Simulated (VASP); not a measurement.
The input files of a VASP run:

### INCAR
```
ALGO=Normal
EDIFF=1E-6
ENCUT=400
GGA=PE
ISIF=2
ISMEAR=0
LASPH=.TRUE.
LCHARG=.FALSE.
LMAXMIX=4
LREAL=.FALSE.
LWAVE=.FALSE.
NELM=100
PREC=Accurate
SIGMA=0.3
SYSTEM=InN
```

### POSCAR
```
InN
5.0744640
  0.0000000000   0.5000000000   0.5000000000
  0.5000000000   0.0000000000   0.5000000000
  0.5000000000   0.5000000000   0.0000000000
In N
1 1
Cartesian
  0.0000000000   0.0000000000   0.0000000000
  0.2500000000   0.2500000000   0.2500000000
```

File KPOINTS:
```
Automatic mesh
0
Gamma
8 8 8
0 0 0
```

POTCAR, in this order: In_d N (PBE.64 set). Program: vasp_std.

Problem. Translate this PBE calculation to Ansatz.

Solution. One equivalent input (not run):
Ansatz 0.2 input:
```yaml
crystal:
  lattice:
    - [0.0000000, 2.5372320, 2.5372320]
    - [2.5372320, 0.0000000, 2.5372320]
    - [2.5372320, 2.5372320, 0.0000000]
  atoms:
    - { symbol: In, position: [0.0000000, 0.0000000, 0.0000000] }
    - { symbol: N, position: [0.2500000, 0.2500000, 0.2500000] }
kpoints:
  mp_grid: { grid: [8, 8, 8] }
hamiltonian:
  xc: pbe
  pseudopotentials: { kind: paw }
scf:
  occupations: { method: gaussian, width: 0.3 }
  max_iter: 100
output: { forces: true, stress: true, eigenvalues: true }
```
Limits of the translation: each code has its own PAW files, so the cut-off isn't converted (ENCUT is set for VASP's; basis.ecutwfc is left out, and Ansatz then takes the one that its files recommend); Ansatz stops its SCF on the density residual and VASP on the energy change (EDIFF).

The structure comes from a computed database's InN entry; how it stands against other phases isn't given here. The cell was not relaxed at this level. The run is one of a series of settings (SIGMA = 0.3 against the base run), some of them coarse on purpose.
